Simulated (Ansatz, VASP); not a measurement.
# One calculation of CuAu, two programs

Contents of INCAR:

```
SYSTEM = CuAu
ALGO     = Fast           ! electronic algorithm
EDIFF    = 1E-7           ! SCF threshold, eV
ENCUT    = 520            ! plane-wave cutoff, eV
GGA      = PE             ! functional
ISIF     = 2              ! what is computed and relaxed
ISMEAR   = 0              ! smearing method
LASPH    = .TRUE.         ! aspherical terms in the spheres
LCHARG   = .FALSE.        ! write CHGCAR
LREAL    = .FALSE.        ! projectors in reciprocal space
LWAVE    = .FALSE.        ! write WAVECAR
NBANDS   = 18             ! bands
NELM     = 60             ! most SCF steps
PREC     = Accurate       ! precision mode
SIGMA    = 0.15           ! smearing width, eV
```

KPOINTS

```
k-points
0
G
  18 18 14
  0 0 0
```

File POSCAR:

```
CuAu
1.0
    2.5655289158      0.0000000000      0.0000000000
    0.0000000000      2.5655289158      0.0000000000
    0.0000000000      0.0000000000      4.3714780205
Cu Au
1 1
Direct
    0.5000000000      0.5000000000      0.5000000000
    0.0000000000      0.0000000000      0.0000000000
```

Input for Ansatz:

```yaml
crystal:
  lattice:
    - [2.5655289158, 0.0, 0.0]
    - [0.0, 2.5655289158, 0.0]
    - [0.0, 0.0, 4.3714780205]
  atoms:
    - { symbol: Cu, position: [0.5, 0.5, 0.5] }
    - { symbol: Au, position: [0.0, 0.0, 0.0] }
basis:
  ecutwfc: 420
kpoints:
  mp_grid: { grid: [18, 18, 14] }
hamiltonian:
  xc: pbe
scf:
  occupations: { method: gaussian, width: 0.15 }
output:
  forces: true
  stress: true
  eigenvalues: true
```

Alike in both runs: task single point; functional PBE; k mesh 18 × 18 × 14; occupations gaussian, width 0.15 eV; no spin polarisation.

```csv
,VASP,Ansatz
version,VASP 6.6.1,Ansatz 0.2.0
potentials or method,"VASP PAW PBE potentials, release 64 (Cu, Au)","scalar-relativistic, plane waves, PAW"
plane-wave cutoff (eV),520,420
valence electrons in the cell,22,38
```

|  | VASP | Ansatz | Ansatz less VASP |
| --- | --- | --- | --- |
| gap on the k mesh at the Fermi level (eV) | none | none | - |
| pressure (GPa) | 14.9 | 14.9 | -0.04 |
| largest component of the traceless stress (GPa) | 20.35 | 20.50 | +0.149 |

A gap of «none» marks a metal or a gap that the smearing closes. The functional is the same, so the differences come from potentials, cutoffs and numerics. The two sets of potentials don't hold the same shells in valence.

Spin-orbit coupling is left out, which matters for the levels of Au.
